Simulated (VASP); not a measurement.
Mn:

```xyz
4
Lattice="3.3348 0.0000 0.0000 -1.6674 2.8880 0.0000 0.0000 0.0000 5.5024" Properties=species:S:1:pos:R:3 pbc="T T T"
Mn    0.0000    1.9253    2.4073
Mn    1.6674    0.9627    5.1585
Mn    1.6674    0.9627    3.0951
Mn    0.0000    1.9253    0.3439
```

The cell was built by a generator and needn't be a form met in nature.

| Quantity | Value |
| --- | --- |
| Program | VASP 6.6.1 |
| Task | relaxation of cell and atoms |
| Functional | PBEsol |
| Potentials or basis | VASP PAW PBE potentials, release 64 (Mn_pv) |
| Cutoff | 600 eV |
| k mesh | 6 × 6 × 4 |
| Occupations | gaussian, width 0.1 eV |
| Spin | no spin polarisation |

At the start: pressure 18.5 GPa; volume 13.25 Å³/atom.

Where does the relaxation end?

Over 5 steps the energy falls by 70.5 meV/atom and the volume is 14.54 Å³/atom (+9.8 %); space group P6_3/mmc (No. 194, to 0.05 Å).

The path:
```
step  energy change (eV)  largest force (eV/Å)  pressure (GPa)  volume (Å³)
   1              0.0000                0.2296           18.51        52.99
   2              0.1503                0.0809          -15.16        65.62
   3             -0.2816                0.0505            0.17        58.09
   4             -0.2816                0.0462           -0.08        58.19
   5             -0.2819                0.0039           -0.01        58.17
```

Final structure:
```
Mn
1.0
     3.44649    0.00000    0.00000
    -1.72324    2.98475    0.00000
     0.00000    0.00000    5.65493
Mn
4
Direct
  0.33333 0.66667 0.43621
  0.66667 0.33333 0.93621
  0.66667 0.33333 0.56379
  0.33333 0.66667 0.06379
```

Caveat: the k mesh is coarse (spacing up to 0.36 Å⁻¹), so the values aren't converged; the PAW data sets were made with another functional, which shifts forces and pressure a little; the run has no spin polarisation, though such a crystal can be magnetic.
